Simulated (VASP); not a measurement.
**Pt: relaxation of the atoms with PBE**

Pt, a slab with vacuum:

```xyz
3
Lattice="2.8051 0.0000 0.0000 -1.4025 2.4293 0.0000 0.0000 0.0000 19.5807" Properties=species:S:1:pos:R:3 pbc="T T T"
Pt    1.4025    0.8098    7.5000
Pt    0.0000    1.6195    9.7903
Pt    0.0000    0.0000   12.0807
```

The slab is cut from a database's or a generator's crystal, which needn't be the stable form of the element.

- Program: VASP 6.6.1
- Task: relaxation of the atoms
- Functional: PBE
- Potentials or basis: VASP PAW PBE potentials, release 64 (Pt)
- Cutoff: 520 eV
- k mesh: 15 × 15 × 1
- Occupations: methfessel-paxton, width 0.1 eV
- Spin: no spin polarisation
- Dipole correction: yes
- Further INCAR settings: ALGO = Normal; EDIFF = 1e-06; IBRION = 2; EDIFFG = -0.02; NSW = 80

```json
{"Energy gained by relaxing": "0.5 meV/atom", "Ionic steps": "3", "Largest force after relaxing": "0.004 eV/Å", "Band gap on the k mesh": "none (metal or under the smearing width)"}
```

Forces on the atoms (eV/Å):
```
Pt   0.000  0.000 -0.004
Pt   0.000  0.000  0.000
Pt   0.000  0.000  0.004
```

Step by step:
```tsv
step	energy change (eV)	largest force (eV/Å)	pressure (GPa)
1	0.0000	0.0954	-3.40
2	-0.0008	0.0679	-3.51
3	-0.0016	0.0045	-3.78
```

Final structure:
```cif
data_structure
_symmetry_space_group_name_H-M 'P 1'
_symmetry_Int_Tables_number 1
_cell_length_a 2.8051
_cell_length_b 2.8051
_cell_length_c 19.5807
_cell_angle_alpha 90.000
_cell_angle_beta 90.000
_cell_angle_gamma 120.000
_cell_volume 133.43
loop_
_atom_site_label
_atom_site_type_symbol
_atom_site_fract_x
_atom_site_fract_y
_atom_site_fract_z
_atom_site_occupancy
Pt1 Pt 0.66667 0.33333 0.38222 1
Pt2 Pt 0.33333 0.66667 0.50000 1
Pt3 Pt 0.00000 0.00000 0.61778 1
```

Levels at points of the mesh, in eV from the Fermi level:
```tsv
k point	band 12	band 13	band 14	band 15	band 16	band 17
(0.00, 0.00, 0.00)	-1.30	-1.30	-0.62	-0.62	-0.60	0.02
```

Run time: 2.4 min on 1 thread of Intel(R) Xeon(R) Platinum 8488C (Sapphire Rapids), with other jobs on the host, peak memory 0.3 GiB.

The run has no spin-orbit coupling, so splittings on Pt are missing.
